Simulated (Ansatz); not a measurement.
Input and command of a calculation in Ansatz (plane waves; scalar-relativistic PAW potentials unless the input names others):

```yaml
crystal:
  lattice:
    - [3.8417168283, 0.0, 0.0]
    - [-1.9208584142, 3.3270243675, 0.0]
    - [0.0, 0.0, 6.3638388749]
  atoms:
    - { symbol: Ca, position: [0.3333333333, 0.6666666667, 0.25] }
    - { symbol: Ca, position: [0.6666666667, 0.3333333333, 0.75] }
basis:
  ecutwfc: 420
kpoints:
  mp_grid: { grid: [9, 9, 6] }
hamiltonian:
  xc: pbesol
scf:
  occupations: { method: fermi_dirac, width: 0.3 }
  n_extra_bands: 0
  max_iter: 100
output:
  forces: true
  eigenvalues: true
  stress: true
```

```bash
ansatz run input.yaml --threads 2 --pin off --max-ram 5120MiB --backend cpu --events-out ev --progress --plain --runs-dir out
```

Q: What is wrong with this input?

A: The program refuses it, because of too few bands (scf.n_extra_bands: not typed → 0). Also changed, but not at fault: scf.occupations: {"method": "gaussian", "width": 0.1} → {"method": "fermi_dirac", "width": 0.3}. With the sound run's settings it is accepted.

Abridged log:
```
Error: inconsistent input (scf.n_extra_bands, scf.occupations.method): n_bands = 10 leaves no empty band above the 10 bands per channel that the deck's 20 electrons occupy, and the occupations search for the Fermi level (a smearing at a finite width, or tetrahedra): a level found among occupied bands alone can fill a metal as an insulator; raise scf.n_extra_bands until at least 11 bands are solved (omitted, it auto-derives to 16) (see scf.n_extra_bands in the input reference)
```